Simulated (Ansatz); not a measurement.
The elements of this relaxed trial sheet are hidden behind letters. The sheet is periodic along a and b; c holds vacuum.

```
lattice vectors (Å)
   3.3353    0.0000    0.0000
   0.0000    3.3353    0.0000
   0.0000    0.0000   29.9813
fractional positions
X 0.0000 0.0000 0.2503
X 0.5000 0.5000 0.3500
Z 0.0000 0.5000 0.2496
Z 0.5000 0.0000 0.2496
Z 0.5000 0.0000 0.3508
Z 0.0000 0.5000 0.3508
```

These are results of DFT PBE+D3(BJ), scalar-relativistic, plane waves, PAW in Ansatz 0.2.0, not measurements. Cutoff 420 eV, Γ-centred 12×12×1 mesh (6-atom cell), Gaussian smearing of 0.10 eV, no spin polarisation.

```
Layer group                                : p4/nmm (No. 64)
In-plane cell                              : a = 3.335 Å, b = 3.335 Å, γ = 90.0°
Area per atom                              : 1.85 Å²
Thickness between the outermost nuclei     : 3.03 Å
Formation energy                           : −1.69 eV/atom
Gap on the 12×12×1 mesh of the 6-atom cell : 0 eV (the bands overlap slightly)
```

Energies are uncorrected and count from the elements' standard states at the same level.

Question: X is a p-block element of period 3 and Z is a p-block element of period 2. Which elements are they?

Answer: X = Si, Z = O, so the formula is SiO2. Si at height 0.02 Å has 4 O at 1.67 Å; O at height 0.00 Å has 2 Si at 1.67 Å. Other elements may fit the hints; this set was computed.

The zero gap may come from the functional, which often closes small gaps, or the cell may be a true semimetal. A structure relaxed within its symmetry needn't be a true minimum.
